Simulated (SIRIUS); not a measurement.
# Ni (Fm-3m) in SIRIUS: band structure with AM05

Aim: the band structure of Ni with AM05.

Everything below comes from runs of SIRIUS 7.12.0. Logs are shortened: lines on timing, memory, paths and dates and some standing lists are left out, and cuts for length are marked. The log counts tension as positive stress, the text compression.

**1. The cell of the first run**

It takes space group Fm-3m (No. 225, cubic). Conventional cell: a = 3.565 Å, b = 3.565 Å, c = 3.565 Å, α = 90.00°, β = 90.00°, γ = 90.00°. Ni (site symmetry m-3m) has 12 Ni at 2.52 Å as nearest neighbours.

**2. Band structure, AM05, collinear spin, ferromagnetic start (cell stretched)**

File sirius.json:

```json
{
  "control": {
    "processing_unit": "cpu",
    "std_evp_solver_name": "lapack",
    "gen_evp_solver_name": "lapack",
    "verbosity": 2,
    "print_forces": true,
    "ortho_rf": true,
    "use_second_variation": true,
    "rmt_max": 3.0,
    "num_bands_to_print": 19,
    "save_wf": true
  },
  "parameters": {
    "electronic_structure_method": "full_potential_lapwlo",
    "xc_functionals": ["XC_GGA_X_AM05", "XC_GGA_C_AM05"],
    "core_relativity": "dirac",
    "valence_relativity": "zora",
    "num_fv_states": 19,
    "smearing": "fermi_dirac",
    "smearing_width": 0.0018374661,
    "pw_cutoff": 20,
    "gk_cutoff": 3.76,
    "lmax_apw": 10,
    "lmax_rho": 8,
    "lmax_pot": 8,
    "num_mag_dims": 1,
    "auto_rmt": 0,
    "ngridk": [13, 13, 13],
    "shiftk": [0, 0, 0],
    "num_dft_iter": 80,
    "energy_tol": 1e-07,
    "density_tol": 1e-05,
    "use_symmetry": true
  },
  "settings": {"tol_ne": 1e-10},
  "iterative_solver": {"type": "exact"},
  "mixer": {"type": "anderson", "beta": 0.4, "max_history": 8},
  "unit_cell": {
    "lattice_vectors": [[0.0, 3.368861538, 3.368861538], [3.368861538, 0.0, 3.368861538], [3.368861538, 3.368861538, 0.0]],
    "atom_types": ["Ni"],
    "atom_files": {"Ni": "Ni.json"},
    "atoms": {"Ni": [[0.0, 0.0, 0.0, 0.0, 0.0, 1.0]]}
  }
}
```

File Ni.json:

```json
{
  "name": "nickel",
  "symbol": "Ni",
  "number": 28,
  "mass": 58.6934,
  "rmin": 1e-06,
  "rmt": 2.34,
  "nrmt": 800,
  "rinf": 14.89,
  "core": "1s2s2p",
  "valence": [
    {"basis": [{"enu": 0.05, "dme": 0, "n": 0, "auto": 0}, {"enu": 0.05, "dme": 1, "n": 0, "auto": 0}]},
    {"l": 0, "n": 1, "basis": [{"enu": 0.15, "dme": 0, "n": 0, "auto": 0}]},
    {"l": 1, "n": 2, "basis": [{"enu": 0.15, "dme": 0, "n": 0, "auto": 0}]},
    {"l": 2, "n": 3, "basis": [{"enu": 0.1391, "dme": 0, "n": 0, "auto": 0}]},
    {"l": 3, "n": 4, "basis": [{"enu": 0.15, "dme": 0, "n": 0, "auto": 0}]}
  ],
  "lo": [
    {"l": 0, "basis": [{"enu": 0.15, "dme": 0, "n": 0, "auto": 0}, {"enu": 0.15, "dme": 1, "n": 0, "auto": 0}]},
    {
      "l": 0,
      "basis": [{"enu": -3.6866, "dme": 0, "n": 3, "auto": 1}, {"enu": -3.6866, "dme": 1, "n": 3, "auto": 1}]
    },
    {
      "l": 0,
      "basis": [{"enu": -3.6866, "dme": 1, "n": 3, "auto": 1}, {"enu": 0.15, "dme": 0, "n": 0, "auto": 0}]
    },
    {"l": 0, "basis": [{"enu": 0.15, "dme": 0, "n": 0, "auto": 0}, {"enu": 3.0721, "dme": 0, "n": 0, "auto": 0}]},
    {"l": 1, "basis": [{"enu": 0.15, "dme": 0, "n": 0, "auto": 0}, {"enu": 0.15, "dme": 1, "n": 0, "auto": 0}]},
    {
      "l": 1,
      "basis": [{"enu": -2.2509, "dme": 0, "n": 3, "auto": 1}, {"enu": -2.2509, "dme": 1, "n": 3, "auto": 1}]
    },
    {
      "l": 1,
      "basis": [{"enu": -2.2509, "dme": 1, "n": 3, "auto": 1}, {"enu": 0.15, "dme": 0, "n": 0, "auto": 0}]
    },
    {"l": 1, "basis": [{"enu": 0.15, "dme": 0, "n": 0, "auto": 0}, {"enu": 3.5104, "dme": 0, "n": 0, "auto": 0}]},
    {
      "l": 2,
      "basis": [{"enu": 0.1391, "dme": 0, "n": 0, "auto": 0}, {"enu": 0.1391, "dme": 1, "n": 0, "auto": 0}]
    },
    {
      "l": 2,
      "basis": [{"enu": 0.1391, "dme": 1, "n": 0, "auto": 0}, {"enu": 0.1391, "dme": 2, "n": 0, "auto": 0}]
    },
    {
      "l": 2,
      "basis": [{"enu": 0.1391, "dme": 0, "n": 0, "auto": 0}, {"enu": 2.9881, "dme": 0, "n": 0, "auto": 0}]
    },
    {"l": 3, "basis": [{"enu": 0.15, "dme": 0, "n": 0, "auto": 0}, {"enu": 0.15, "dme": 1, "n": 0, "auto": 0}]},
    {"l": 3, "basis": [{"enu": 0.15, "dme": 0, "n": 0, "auto": 0}, {"enu": 3.3277, "dme": 0, "n": 0, "auto": 0}]}
  ],
  "free_atom": [... radial grid and density of the free atom, the start of the SCF ...]
}
```

File sirius_start.json:

```json
{
  "control": {
    "processing_unit": "cpu",
    "std_evp_solver_name": "lapack",
    "gen_evp_solver_name": "lapack",
    "verbosity": 1,
    "print_forces": false,
    "ortho_rf": true,
    "use_second_variation": true,
    "rmt_max": 3.0,
    "num_bands_to_print": 19,
    "save_wf": false
  },
  "parameters": {
    "electronic_structure_method": "full_potential_lapwlo",
    "xc_functionals": ["XC_LDA_X", "XC_LDA_C_PW"],
    "core_relativity": "dirac",
    "valence_relativity": "zora",
    "num_fv_states": 19,
    "smearing": "fermi_dirac",
    "smearing_width": 0.0055123983,
    "pw_cutoff": 20,
    "gk_cutoff": 3.01,
    "lmax_apw": 10,
    "lmax_rho": 8,
    "lmax_pot": 8,
    "num_mag_dims": 1,
    "auto_rmt": 0,
    "ngridk": [5, 5, 5],
    "shiftk": [0, 0, 0],
    "num_dft_iter": 30,
    "energy_tol": 0.01,
    "density_tol": 0.05,
    "use_symmetry": true
  },
  "settings": {"tol_ne": 1e-10},
  "iterative_solver": {"type": "exact"},
  "mixer": {"type": "anderson", "beta": 0.4, "max_history": 8},
  "unit_cell": {
    "lattice_vectors": [[0.0, 3.368861538, 3.368861538], [3.368861538, 0.0, 3.368861538], [3.368861538, 3.368861538, 0.0]],
    "atom_types": ["Ni"],
    "atom_files": {"Ni": "Ni.json"},
    "atoms": {"Ni": [[0.0, 0.0, 0.0, 0.0, 0.0, 1.0]]}
  }
}
```

File sirius_bands.json:

```json
{
  "control": {
    "processing_unit": "cpu",
    "std_evp_solver_name": "lapack",
    "gen_evp_solver_name": "lapack",
    "verbosity": 2,
    "print_forces": true,
    "ortho_rf": true,
    "use_second_variation": true,
    "rmt_max": 3.0,
    "num_bands_to_print": 19,
    "save_wf": true
  },
  "parameters": {
    "electronic_structure_method": "full_potential_lapwlo",
    "xc_functionals": ["XC_GGA_X_AM05", "XC_GGA_C_AM05"],
    "core_relativity": "dirac",
    "valence_relativity": "zora",
    "num_fv_states": 19,
    "smearing": "fermi_dirac",
    "smearing_width": 0.0018374661,
    "pw_cutoff": 20,
    "gk_cutoff": 3.76,
    "lmax_apw": 10,
    "lmax_rho": 8,
    "lmax_pot": 8,
    "num_mag_dims": 1,
    "auto_rmt": 0,
    "ngridk": [13, 13, 13],
    "shiftk": [0, 0, 0],
    "num_dft_iter": 80,
    "energy_tol": 1e-07,
    "density_tol": 1e-05,
    "use_symmetry": true
  },
  "settings": {"tol_ne": 1e-10},
  "iterative_solver": {"type": "exact"},
  "mixer": {"type": "anderson", "beta": 0.4, "max_history": 8},
  "unit_cell": {
    "lattice_vectors": [[0.0, 3.368861538, 3.368861538], [3.368861538, 0.0, 3.368861538], [3.368861538, 3.368861538, 0.0]],
    "atom_types": ["Ni"],
    "atom_files": {"Ni": "Ni.json"},
    "atoms": {"Ni": [[0.0, 0.0, 0.0, 0.0, 0.0, 1.0]]}
  },
  "kpoints_rel": {
    "G": [0.0, 0.0, 0.0],
    "K": [0.375, 0.375, 0.75],
    "L": [0.5, 0.5, 0.5],
    "U": [0.625, 0.25, 0.625],
    "W": [0.5, 0.25, 0.75],
    "X": [0.5, 0.0, 0.5]
  },
  "kpoints_path": ["G", "X", "W", "K", "G", "L", "U", "W", "L", "K"]
}
```

Potentials or basis: all-electron FP-LAPW (ZORA valence), apw+lo standard.

On the command line:

```bash
> OMP_NUM_THREADS=1 sirius.scf --input=sirius_start.json --output=start.json
> OMP_NUM_THREADS=1 sirius.scf --input=sirius.json --output=output.json --task=1
> OMP_NUM_THREADS=1 sirius.scf --input=sirius_bands.json --output=bands_out.json --task=2
```

What it wrote:

```text
[info] SIRIUS version : 7.12.0
[info] number of MPI ranks           : 1
[info] MPI grid                      : 1 1
[info] maximum number of OMP threads : 1
[fft] FFT context for density and potential
[fft] =====================================
[fft]   plane wave cutoff                     : 20
[fft]   grid size                             : 36 36 36   total : 46656
[fft]   grid limits                           : -17 18   -17 18   -17 18
[fft]   number of G-vectors within the cutoff : 10369
[fft]   number of G-shells                    : 314
[fft] FFT context for coarse grid
[fft] =====================================
[fft]   plane wave cutoff                     : 7.52
[fft]   grid size                             : 15 15 15   total : 3375
[fft]   grid limits                           : -7 7   -7 7   -7 7
[fft]   number of G-vectors within the cutoff : 537
[fft]   number of G-shells                    : 27
[unit cell] lattice vectors
[unit cell]   a1 :       0.0000000000      3.3688615380      3.3688615380
[unit cell]   a2 :       3.3688615380      0.0000000000      3.3688615380
[unit cell]   a3 :       3.3688615380      3.3688615380      0.0000000000
[unit cell] reciprocal lattice vectors
[unit cell]   b1 :      -0.9325383718      0.9325383718      0.9325383718
[unit cell]   b2 :       0.9325383718     -0.9325383718      0.9325383718
[unit cell]   b3 :       0.9325383718      0.9325383718     -0.9325383718
[unit cell] unit cell volume :        76.46795581 [a.u.^3]
[unit cell] 1/sqrt(omega)    :         0.11435634
[unit cell] MT volume        :        53.67056677 (70.19%)
[unit cell] IT volume        :        22.79738904 (29.81%)
[unit cell] number of atom types : 1
[unit cell] type id : 0 symbol : Ni mt_radius :   2.340000 num_atoms : 1
[unit cell] total number of atoms : 1
[unit cell] number of symmetry classes : 1
[unit cell] atom id  type id  class id             position                      vector_field
[unit cell] ------------------------------------------------------------------------------------------
[unit cell]      0        0        0      0.00000   0.00000   0.00000      0.00000   0.00000   1.00000
[unit cell] atom id         position (Cartesian, a.u.)
[unit cell] ---------------------------------------------
[unit cell]      0       0.000000    0.000000    0.000000
[... 346 lines left out ...]
[diagonalize]            -3.506632   -2.063595   -2.062301   -2.060748    0.128098    0.146088    0.183035    0.229953    0.261642    0.473927    0.553453    0.607625    0.697814    1.190559    1.365264    1.461657    1.665685    1.904841    2.040199
[diagonalize] ik:   83   -3.540720   -2.096488   -2.095911   -2.094144    0.112938    0.132278    0.142891    0.198904    0.228049    0.470579    0.543262    0.617649    0.650678    1.289348    1.332812    1.422320    1.598840    1.946578    1.991991
[diagonalize]            -3.506637   -2.063214   -2.062615   -2.060781    0.132480    0.157053    0.167462    0.226091    0.261682    0.481816    0.553106    0.627618    0.658650    1.293732    1.337087    1.428015    1.605990    1.947707    1.994147
[generate_core_charge_density] atom class : 0
[generate_core_charge_density]   n,l,k : 1 0 1  energy :        -300.61083307
[generate_core_charge_density]   n,l,k : 2 0 1  energy :         -35.46080608
[generate_core_charge_density]   n,l,k : 2 1 1  energy :         -30.88687130
[generate_core_charge_density]   n,l,k : 2 1 2  energy :         -30.24604896
[find] total moment          : [  0.00000,   0.00000,   0.66989], magnitude : 0.669886
[find] Total energy                   :   -1518.53448554 (Ha),   -3037.06897108 (Ry)
[find] iteration : 1, RMS (target) : 4.2718e-02 (1.0000e-05) , energy difference (target) : -2.4149e-05 (1.0000e-07)
[find] total moment          : [  0.00000,   0.00000,   0.63775], magnitude : 0.637750
[find] Total energy                   :   -1518.53449177 (Ha),   -3037.06898354 (Ry)
[find] iteration : 2, RMS (target) : 2.9337e-02 (1.0000e-05) , energy difference (target) : -6.2326e-06 (1.0000e-07)
[find] total moment          : [  0.00000,   0.00000,   0.63481], magnitude : 0.634805
[find] Total energy                   :   -1518.53454590 (Ha),   -3037.06909180 (Ry)
[find] iteration : 3, RMS (target) : 4.2242e-03 (1.0000e-05) , energy difference (target) : -5.4129e-05 (1.0000e-07)
[find] total moment          : [  0.00000,   0.00000,   0.63058], magnitude : 0.630583
[find] Total energy                   :   -1518.53454336 (Ha),   -3037.06908673 (Ry)
[find] iteration : 4, RMS (target) : 1.1389e-03 (1.0000e-05) , energy difference (target) : 2.5366e-06 (1.0000e-07)
[find] total moment          : [  0.00000,   0.00000,   0.63320], magnitude : 0.633198
[... 20 lines left out ...]
[find] valence_eval_sum               :     -17.70402126
[find] core_eval_sum                  :    -854.86015107
[find] kinetic energy                 :    1541.85558852
[find] enuc                           :   -1832.33758625
[find] <rho|V^{XC}>                   :     -80.76554112
[find] <rho|E^{XC}>                   :     -61.23052745
[find] <mag|B^{XC}>                   :      -0.01018287
[find] <rho|V^{H}>                    :   -2333.64403687
[find] smearing (-TS)                 :      -0.00054024
[find] SCF correction                 :      -0.00000125
[find] Total energy                   :   -1518.53454487 (Ha),   -3037.06908974 (Ry)
[find] Free energy (E-TS)             :   -1518.53508511 (Ha),   -3037.07017022 (Ry)
[find] band gap (eV)                  :       0.00000000
[find] Efermi                         :       0.25684770
[find] iteration : 8, RMS (target) : 4.9379e-06 (1.0000e-05) , energy difference (target) : 1.7563e-08 (1.0000e-07)
[find] converged after 9 SCF iterations!
[find] Charges and magnetic moments
[find] --------------------------------------------------------------------------------
[find] atom      charge    core leakage                 moment                |moment|
[find] --------------------------------------------------------------------------------
[find]    0   27.193141    1.060312e-13  [  0.00000,   0.00000,   0.65867]    0.658670
[find] total core leakage    : 1.06031202e-13
[find] interstitial charge   : 0.806858
[find] interstitial moment   : [  0.00000,   0.00000,  -0.02445], magnitude : 0.024448
[find] total charge          : 27.999999
[find] total moment          : [  0.00000,   0.00000,   0.63422], magnitude : 0.634222
[find] Energy
[find] --------------------------------------------------------------------------------
[find] valence_eval_sum               :     -17.70402126
[find] core_eval_sum                  :    -854.86015107
[find] kinetic energy                 :    1541.85558852
[find] enuc                           :   -1832.33758625
[find] <rho|V^{XC}>                   :     -80.76554112
[find] <rho|E^{XC}>                   :     -61.23052745
[find] <mag|B^{XC}>                   :      -0.01018287
[find] <rho|V^{H}>                    :   -2333.64403687
[find] smearing (-TS)                 :      -0.00054024
[find] SCF correction                 :      -0.00000125
[find] Total energy                   :   -1518.53454487 (Ha),   -3037.06908974 (Ry)
[find] Free energy (E-TS)             :   -1518.53508511 (Ha),   -3037.07017022 (Ry)
[find] band gap (eV)                  :       0.00000000
[find] Efermi                         :       0.25684770
[ground_state]
[ground_state] ==== total Forces in Ha/bohr =====
[ground_state] atom:    0, force:       0.0000000      0.0000000      0.0000000
[ground_state] ==== contribution from density =====
[ground_state] atom:    0, force:       0.0000000      0.0000000      0.0000000
[ground_state] ==== contribution from Hartree potential =====
[ground_state] atom:    0, force:       0.0000000      0.0000000      0.0000000
[ground_state] ==== contribution from IBS =====
[ground_state] atom:    0, force:       0.0000000      0.0000000      0.0000000
```

Wall time 38 s (1 thread of Arm Neoverse V1, shared host); peak memory 0.46 GiB.

What came out:

```
Free energy                                       : -41321.4447 eV
Band gap along the path                           : none (metal or under the smearing width)
Net moment                                        : 0.63 μB per cell
Site moments                                      : Ni +0.66 μB
All electrons inside the program's atomic spheres : Ni 27.19 (radii Ni 2.34 bohr)
```

Levels at the corners of the path, in eV from the Fermi level:
Spin up:
```tsv
point	band 7	band 8	band 9	band 10	band 11	band 12
Γ	-2.33	-2.33	-1.24	-1.24	23.04	26.71
X	-0.57	-0.47	-0.47	2.28	8.77	14.30
W	-2.96	-1.30	-0.47	7.40	7.40	9.56
K	-2.05	-1.09	-0.71	5.45	6.96	9.47
Γ	-2.33	-2.33	-1.24	-1.24	23.04	26.71
L	-2.33	-0.60	-0.60	-0.38	5.34	21.58
U	-2.05	-1.09	-0.71	5.45	6.96	9.47
W	-2.96	-1.30	-0.47	7.40	7.40	9.56
L	-2.33	-0.60	-0.60	-0.38	5.34	21.58
K	-2.05	-1.09	-0.71	5.45	6.96	9.47
```
Spin down:
```csv
point,band 5,band 6,band 7,band 8,band 9,band 10,band 11,band 12,band 13
Γ,-8.87,-1.62,-1.62,-1.62,-0.59,-0.59,22.97,26.72,26.72
X,-4.09,-3.43,0.11,0.34,0.34,2.28,9.06,14.33,14.33
W,-3.20,-2.37,-2.37,-0.68,0.34,7.60,7.60,9.78,10.72
K,-3.36,-3.05,-1.45,-0.45,0.09,5.67,7.16,9.70,16.61
Γ,-8.87,-1.62,-1.62,-1.62,-0.59,-0.59,22.97,26.72,26.72
L,-4.26,-1.69,-1.69,-0.39,0.15,0.15,5.75,21.50,23.91
U,-3.36,-3.05,-1.45,-0.45,0.09,5.67,7.16,9.70,16.61
W,-3.20,-2.37,-2.37,-0.68,0.34,7.60,7.60,9.78,10.72
L,-4.26,-1.69,-1.69,-0.39,0.15,0.15,5.75,21.50,23.91
K,-3.36,-3.05,-1.45,-0.45,0.09,5.67,7.16,9.70,16.61
```
